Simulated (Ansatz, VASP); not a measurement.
Two plane-wave programs on GdN

```
Gd N
1.0
     0.00000    2.49950    2.49950
     2.49950    0.00000    2.49950
     2.49950    2.49950    0.00000
Gd N
1 1
Direct
  0.00000 0.00000 0.00000
  0.50000 0.50000 0.50000
```

Alike in both runs: task single point; functional PBE; k mesh 5 × 5 × 5; occupations gaussian, width 0.05 eV; collinear spin; Hubbard terms Gd f U = 6.0 eV.

|  | VASP | Ansatz |
| --- | --- | --- |
| version | VASP 6.6.1 | Ansatz 0.2.0 |
| potentials or method | VASP PAW PBE potentials, release 64 (Gd, N) | scalar-relativistic, plane waves, PAW |
| plane-wave cutoff (eV) | 520 | 420 |
| valence electrons in the cell | 23 | 23 |

Ansatz gave:

```
gap on the k mesh at the Fermi level (eV)                     : none
pressure (GPa)                                                : 0.4
net moment per atom (μB)                                      : 3.50
size of the moment on the site where the two differ most (μB) : 6.94
```

**Question.** Estimate VASP's values.

**Answer.** gap on the k mesh at the Fermi level (eV): none; pressure (GPa): 0.9; net moment per atom (μB): 3.50; size of the moment on the site where the two differ most (μB): 6.87.

Site moments also hang on the region over which each program counts them. The programs project onto different local orbitals, so the same U acts differently. A gap of «none» marks a metal or a gap that the smearing closes. Ansatz warned: «filled_band_counts_differ_across_k_points».

Caveats: the k mesh is coarse (spacing up to 0.44 Å⁻¹), so the values aren't converged; spin-orbit coupling is left out, which moves the levels of the heavy elements; a cell with one magnetic atom can't hold antiferromagnetic order, which such compounds often take. The state reached can hang on the start; a lower one may exist.
